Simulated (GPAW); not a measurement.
# Cr (Im-3m) in GPAW: further runs

One crystal, Cr, is run at these levels: PBE, LDA, PBEsol, RPBE; tasks: band structure.

Program: GPAW 26.7.0. These are calculated values, not measurements. Logs are shortened: lines on timing, memory, paths and dates and some standing lists are left out, and cuts for length are marked. The log counts tension as positive stress, the text compression.

**1. Starting point**

The structure is cubic, space group Im-3m (No. 229). Conventional cell: a = 2.969 Å, b = 2.969 Å, c = 2.969 Å, α = 90.00°, β = 90.00°, γ = 90.00°. Around Cr (site symmetry m-3m) lie 8 Cr at 2.57 Å.

**2. Band structure, PBE, collinear spin, ferromagnetic start**

Contents of run.py:

```python
from ase import Atoms
from ase.dft.bandgap import bandgap
from ase.io import write
from ase.units import Bohr, GPa
from gpaw import GPAW, PW
from gpaw.elf import elf_from_dft_calculation

atoms = Atoms(['Cr'],
              cell=[[-1.4844496776, 1.4844496776, 1.4844496776],
                    [1.4844496776, -1.4844496776, 1.4844496776],
                    [1.4844496776, 1.4844496776, -1.4844496776]],
              scaled_positions=[[0.0, 0.0, 0.0]],
              pbc=True)
atoms.set_initial_magnetic_moments([3.0])

calc = GPAW(mode=PW(600),
            xc='PBE',
            kpts={'size': (12, 12, 12), 'gamma': True},
            occupations={'name': 'fermi-dirac', 'width': 0.05},
            nbands=11,
            convergence={'density': 1e-05, 'energy': 1e-05},
            maxiter=150,
            txt='gpaw.txt')
atoms.calc = calc
energy = atoms.get_potential_energy()
forces = atoms.get_forces()
stress = atoms.get_stress()
calc.write('gs.gpw')
write('result.traj', atoms)
print(f'Energy: {energy:.6f} eV')
print('Forces (eV/A):')
print(forces.round(4))
print('Stress (GPa):', (stress / GPa).round(3))
print('Moments:', calc.get_magnetic_moments().round(3))
print('Fermi level:', round(calc.get_fermi_level(), 4), 'eV')
print(f'Gap: {bandgap(calc)[0]:.4f} eV, direct: {bandgap(calc, direct=True)[0]:.4f} eV')

# fields on the real-space grid
write('density.cube', atoms, data=calc.get_pseudo_density() * Bohr**3)
write('potential.cube', atoms, data=calc.get_electrostatic_potential())
write('spin.cube', atoms, data=(calc.get_pseudo_density(spin=0) - calc.get_pseudo_density(spin=1)) * Bohr**3)
write('elf.cube', atoms, data=elf_from_dft_calculation(calc).data)

path = atoms.cell.bandpath('GHNGPH,PN', npoints=100, eps=1e-4)
bs_calc = calc.fixed_density(kpts=path, symmetry='off', nbands=18,
                             convergence={'bands': 'CBM+6.0', 'eigenstates': 1e-6}, txt='bands.txt')
bs = bs_calc.band_structure()
bs.write('bs.json')
print(f'Gap on the path: {bandgap(bs_calc)[0]:.4f} eV')
```

Potentials or basis: GPAW PAW data sets (gpaw-data 1.2.1), pw.

Launch:

```sh
OMP_NUM_THREADS=1 python run.py
```

gpaw.txt:

```text
__  _  _
 | _ |_)|_||  |
 |__||  | ||/\| - 26.7.0

Input parameters:
  mode=PW(ecut=600.0),
  convergence={'density': 1e-05, 'energy': 1e-05},
  kpts=MonkhorstPack(size=(12, 12, 12), gamma=True),
  maxiter=150,
  nbands=11,
  occupations=Occupations(name='fermi-dirac', width=0.05),
  xc=XC(name='PBE')

Diagonalizing LCAO Hamiltonian
Converting LCAO to pw mode

       Cr

Atoms  # Å, Bohr magnetons
|   | symbol |        x |        y |        z |    initial magnetic moments |
|---|--------|----------|----------|----------|-----------------------------|
| 0 |     Cr | 0.000000 | 0.000000 | 0.000000 | ( 0.0000,  0.0000,  3.0000) |

Unit cell  # Å
| periodic |         x |         y |         z |  lengths |     angles |
|----------|-----------|-----------|-----------|----------|------------|
|      yes | -1.484450 |  1.484450 |  1.484450 | 2.571142 | 109.471221 |
|      yes |  1.484450 | -1.484450 |  1.484450 | 2.571142 | 109.471221 |
|      yes |  1.484450 |  1.484450 | -1.484450 | 2.571142 | 109.471221 |

Number of symmetries: 48
Symmetry operations  # r_c * U_cc + t_c -> r_c
|    | kind |            matrix            |
|----|------|------------------------------|
|  0 |  σ   |  1, 1, 1,  0, 0,-1,  0,-1, 0 |
|  1 |  C4  |  1, 1, 1,  0, 0,-1, -1, 0, 0 |
|  2 |  C2  |  1, 1, 1,  0,-1, 0,  0, 0,-1 |
|  3 |  S6  |  1, 1, 1,  0,-1, 0, -1, 0, 0 |
|  4 |  S6  |  1, 1, 1, -1, 0, 0,  0, 0,-1 |
|  5 |  C4  |  1, 1, 1, -1, 0, 0,  0,-1, 0 |
|  6 |  E   |  1, 0, 0,  0, 1, 0,  0, 0, 1 |
|  7 |  σ   |  1, 0, 0,  0, 1, 0, -1,-1,-1 |
|  8 |  σ   |  1, 0, 0,  0, 0, 1,  0, 1, 0 |
|  9 |  C3  |  1, 0, 0,  0, 0, 1, -1,-1,-1 |
| 10 |  C3  |  1, 0, 0, -1,-1,-1,  0, 1, 0 |
| 11 |  σ   |  1, 0, 0, -1,-1,-1,  0, 0, 1 |
| 12 |  σ   |  0, 1, 0,  1, 0, 0,  0, 0, 1 |
| 13 |  C2  |  0, 1, 0,  1, 0, 0, -1,-1,-1 |
| 14 |  C3  |  0, 1, 0,  0, 0, 1,  1, 0, 0 |
| 15 |  S4  |  0, 1, 0,  0, 0, 1, -1,-1,-1 |
| 16 |  S4  |  0, 1, 0, -1,-1,-1,  1, 0, 0 |
| 17 |  C3  |  0, 1, 0, -1,-1,-1,  0, 0, 1 |
| 18 |  C3  |  0, 0, 1,  1, 0, 0,  0, 1, 0 |
| 19 |  S4  |  0, 0, 1,  1, 0, 0, -1,-1,-1 |
| 20 |  σ   |  0, 0, 1,  0, 1, 0,  1, 0, 0 |
| 21 |  C3  |  0, 0, 1,  0, 1, 0, -1,-1,-1 |
| 22 |  C2  |  0, 0, 1, -1,-1,-1,  1, 0, 0 |
| 23 |  S4  |  0, 0, 1, -1,-1,-1,  0, 1, 0 |
| 24 |  C4  |  0, 0,-1,  1, 1, 1,  0,-1, 0 |
| 25 |  σ   |  0, 0,-1,  1, 1, 1, -1, 0, 0 |
| 26 |  S6  |  0, 0,-1,  0,-1, 0,  1, 1, 1 |
| 27 |  C2  |  0, 0,-1,  0,-1, 0, -1, 0, 0 |
| 28 |  C4  |  0, 0,-1, -1, 0, 0,  1, 1, 1 |
| 29 |  S6  |  0, 0,-1, -1, 0, 0,  0,-1, 0 |
| 30 |  S6  |  0,-1, 0,  1, 1, 1,  0, 0,-1 |
| 31 |  C4  |  0,-1, 0,  1, 1, 1, -1, 0, 0 |
| 32 |  C4  |  0,-1, 0,  0, 0,-1,  1, 1, 1 |
| 33 |  S6  |  0,-1, 0,  0, 0,-1, -1, 0, 0 |
| 34 |  σ   |  0,-1, 0, -1, 0, 0,  1, 1, 1 |
| 35 |  C2  |  0,-1, 0, -1, 0, 0,  0, 0,-1 |
| 36 |  C2  | -1, 0, 0,  1, 1, 1,  0, 0,-1 |
| 37 |  S6  | -1, 0, 0,  1, 1, 1,  0,-1, 0 |
| 38 |  S6  | -1, 0, 0,  0, 0,-1,  1, 1, 1 |
| 39 |  C2  | -1, 0, 0,  0, 0,-1,  0,-1, 0 |
| 40 |  C2  | -1, 0, 0,  0,-1, 0,  1, 1, 1 |
| 41 |  i   | -1, 0, 0,  0,-1, 0,  0, 0,-1 |
| 42 |  S4  | -1,-1,-1,  1, 0, 0,  0, 1, 0 |
| 43 |  C3  | -1,-1,-1,  1, 0, 0,  0, 0, 1 |
| 44 |  C3  | -1,-1,-1,  0, 1, 0,  1, 0, 0 |
| 45 |  σ   | -1,-1,-1,  0, 1, 0,  0, 0, 1 |
[... 70 lines left out ...]
    |    p |        |      26.223 |    1.217 |
    |    d |        |      24.299 |    1.111 |

    Using partial waves for Cr as LCAO basis

Reference energy: -28582.377450  # eV

eigensolver:
  PPCG
  Converge bands: occupied
  niter=2

density mixing:
  MSR1-Mixer
  Pratt-step length: 0.05
  Maximum mixing coefficient: 0.75
  Old densities: 10
  SVD Regularization: 0.005
  Good broyden scale: 1.0
  Trust region scale: 1.0
  Backstep threshold: 4.0
  History deletion threshold: 6.0
  Fourier metric: weight=20.0, sigma=0.015

occupation numbers:
  Fermi-Dirac:
    width: 0.0500  # eV

poisson solver:
  ecut: 4800.0  # eV

xc functional:
  name: PBE with 2 nearest neighbor stencil

convergence criteria:
- Maximum integral of absolute [dens]ity change: 1e-05 electrons / valence electron
- Maximum [total energy] change in last 3 cyles: 1e-05 eV / valence electron
- Maximum integral of absolute [eigenst]ate change: 4e-08 eV^2 / valence electron
maximum number of iterations: 150

SCF iterations
|iter     | |      energy | eigst |  dens |  magmom |
|---------|-|-------------|-------|-------|---------|
|iter:   1| |   -8.359640 | -0.22 |       |  +2.9978|
|iter:   2| |   -8.391463 | -2.00 | -0.46 |  +2.9162|
|iter:   3| |   -9.086488 | -1.87 | -0.48 |  +1.2561|
|iter:   4| |   -9.225024 | -1.66 | -0.73 |  -0.1639|
|iter:   5| |   -9.234809 | -2.50 | -1.16 |  -0.1921|
|iter:   6| |   -9.241309 | -2.81 | -1.42 |  +0.2713|
|iter:   7| |   -9.250849 | -2.94 | -1.35 |  -0.0306|
|iter:   8| |   -9.250896 | -4.56 | -2.19 |  +0.0020|
|iter:   9| |   -9.250949 | -4.94 | -2.72 |  -0.0047|
|iter:  10| |   -9.250951c| -6.40 | -3.15 |  +0.0016|
|iter:  11| |   -9.250953c| -7.15 | -3.56 |  -0.0003|
|iter:  12| |   -9.250953c| -8.28c| -4.35 |  +0.0000|
|iter:  13| |   -9.250953c| -8.47c| -5.16c|  -0.0000|

Converged in 13 steps
Energy contributions relative to reference atoms: (reference = -28582.377450)

Energy contributions:
  Kinetic:         -24.967418
  Coulomb:          17.361685
  Zero:              0.190300
  External:          0.000000
  Xc:               -1.832789
  Entropy:          -0.005462
  Spinorbit:         0.000000
  ----------------------------
  Free energy:      -9.253684
  Extrapolated:     -9.250953

dipole moment: (-3.671565, -3.671565, -3.671565)  # |e|*Ang

Total magnetic moment: (0.000000, 0.000000, -0.000002)

Local magnetic moments
|        x |        y |        z |
|----------|----------|----------|
| 0.000000 | 0.000000 | 0.000003 |  # Cr   0

Fermi level: 9.512
Eigenvalues  # (at kpt = [-0.000, -0.000, -0.000])
| band index |      eig [eV] | occ [0-1] |      eig [eV] | occ [0-1] |
|------------|---------------|-----------|---------------|-----------|
|          0 |         2.231 |     1.000 |         2.231 |     1.000 |
|          1 |         8.782 |     1.000 |         8.782 |     1.000 |
|          2 |         8.782 |     1.000 |         8.782 |     1.000 |
|          3 |         8.782 |     1.000 |         8.782 |     1.000 |
|          4 |        10.490 |     0.000 |        10.490 |     0.000 |
|          5 |        10.490 |     0.000 |        10.490 |     0.000 |
|          6 |        19.548 |     0.000 |        19.548 |     0.000 |
|          7 |        19.548 |     0.000 |        19.548 |     0.000 |
|          8 |        19.548 |     0.000 |        19.548 |     0.000 |
|          9 |        27.571 |     0.000 |        27.571 |     0.000 |
|         10 |        31.513 |     0.000 |        31.513 |     0.000 |

No gap
No difference between direct/indirect transitions

Forces  # eV/Ang
|        x |       y |        z |
|----------|---------|----------|
| -0.00000 | 0.00000 | -0.00000 |  # Cr   0

Stress tensor  # eV/Ang^3
|         x |         y |         z |
|-----------|-----------|-----------|
|  0.158804 | -0.000000 | -0.000000 |
| -0.000000 |  0.158804 |  0.000000 |
| -0.000000 |  0.000000 |  0.158804 |

# Writing to gs.gpw (mode='')
```

Run time: 44 s. Hardware: 1 thread of Intel Xeon Platinum 8259CL at 2.50GHz (Skylake/Cascade Lake), shared host; peak memory 0.18 GiB.

What came out:

| Property | Result |
| --- | --- |
| Free energy | -9.2537 eV |
| Pressure | -25.4 GPa |
| Band gap along the path | none (metal or under the smearing width) |
| Net moment | 0.00 μB per cell |

Levels at the corners of the path, in eV from the Fermi level:
Spin up:
```tsv
point	band 1	band 2	band 3	band 4	band 5	band 6
Γ	-7.28	-0.73	-0.73	-0.73	0.98	0.98
H	-3.51	-3.51	2.04	2.04	2.04	8.96
N	-3.74	-2.00	0.96	0.96	1.24	2.37
Γ	-7.28	-0.73	-0.73	-0.73	0.98	0.98
P	-1.96	-1.96	-1.96	1.29	1.29	8.86
H	-3.51	-3.51	2.04	2.04	2.04	8.96
P	-1.96	-1.96	-1.96	1.29	1.29	8.86
N	-3.74	-2.00	0.96	0.96	1.24	2.37
```
Spin down:
| point | band 1 | band 2 | band 3 | band 4 | band 5 | band 6 |
| --- | --- | --- | --- | --- | --- | --- |
| Γ | -7.28 | -0.73 | -0.73 | -0.73 | 0.98 | 0.98 |
| H | -3.51 | -3.51 | 2.04 | 2.04 | 2.04 | 8.96 |
| N | -3.74 | -2.00 | 0.96 | 0.96 | 1.24 | 2.37 |
| Γ | -7.28 | -0.73 | -0.73 | -0.73 | 0.98 | 0.98 |
| P | -1.96 | -1.96 | -1.96 | 1.29 | 1.29 | 8.86 |
| H | -3.51 | -3.51 | 2.04 | 2.04 | 2.04 | 8.96 |
| P | -1.96 | -1.96 | -1.96 | 1.29 | 1.29 | 8.86 |
| N | -3.74 | -2.00 | 0.96 | 0.96 | 1.24 | 2.37 |

Caveat: the starting moments collapsed, and a magnetic state may lie lower; so large a pressure means that the cell lies far from this level's equilibrium, or that cutoff or potentials fall short.

[end of part 1 of 3]
